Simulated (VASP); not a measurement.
Zr:

```xyz
1
Lattice="0.0000 2.2550 2.2550 2.2550 0.0000 2.2550 2.2550 2.2550 0.0000" Properties=species:S:1:pos:R:3 pbc="T T T"
Zr    0.0000    0.0000    0.0000
```

This isn't the form of Zr at room conditions, which is hcp.

- Program: VASP 6.6.1
- Task: single point
- Functional: PBE
- Potentials or basis: VASP PAW PBE potentials, release 64 (Zr_sv)
- Cutoff: 520 eV
- k mesh: 10 × 10 × 10
- Occupations: fermi-dirac, width 0.05 eV
- Spin: no spin polarisation

On this cell: pressure 1.2 GPa; band gap on the k mesh none (metal or under the smearing width).

The same run follows on a disturbed copy (cell strained at random at fixed volume):

```
Zr
1.0
     0.01028    2.27442    2.14575
     2.27957   -0.03678    2.19281
     2.27235    2.31426   -0.02956
Zr
1
Direct
  0.00396 0.98498 0.01574
```

**Question.** What does the disturbed cell give?

**Answer.** The energy (extrapolated to zero smearing) moves by +8.3 meV/atom; pressure 1.1 GPa; band gap on the k mesh none (metal or under the smearing width).

Stress tensor (GPa, compression positive):
```
 0.99 -0.07 -0.42
-0.07  0.36  1.74
-0.42  1.74  2.08
```
